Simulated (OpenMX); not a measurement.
# GaSb under changes of volume

One of the cells (29.197 Å³/atom); the others are scaled copies at fixed shape and fractional positions:

```xyz
2
Lattice="0.0000 3.0793 3.0793 3.0793 0.0000 3.0793 3.0793 3.0793 0.0000" Properties=species:S:1:pos:R:3 pbc="T T T"
Sb    4.6189    4.6189    4.6189
Ga    0.0000    0.0000    0.0000
```

- Program: OpenMX 3.8.5
- Functional: PBE
- Potentials or basis: OpenMX 2013 PBE set, Sb7.0-s3p2d2, Ga7.0-s3p2d2, fixed grid of 35 × 35 × 35 points
- k mesh: 9 × 9 × 9
- Occupations: fermi-dirac, width 0.05 eV
- Spin: no spin polarisation

```csv
volume (Å³/atom),energy over the lowest point (meV/atom),gap on the mesh (eV)
27.480,93.77,0.41
28.052,?,?
29.197,25.10,none
29.770,10.80,none
30.342,0.00,none
```

**Question.** What does the run at 28.052 Å³/atom give?

**Answer.** Energy over the lowest point 66.26 meV/atom; gap on the mesh 0.23 eV.

Worked out: A Birch-Murnaghan fit of order 2 (a polynomial in V^(-2/3)) to the other rows has no minimum within the range. It gives 66.25 meV/atom at 28.052 Å³/atom, against the run's 66.26.

Energies are extrapolated to zero smearing.

Caveats: the real-space grid is coarse for these elements, which adds noise of up to some 20 meV/atom to energies and shifts forces, pressures and volumes; the basis of atomic orbitals isn't converged, which shifts pressures, moduli and gaps; spin-orbit coupling is left out, which moves the levels of the heavy elements (some runs); an odd mesh through Γ misses points on the zone boundary, where band edges often lie (some runs).

A gap of «none» marks a metal or a gap under the smearing width.
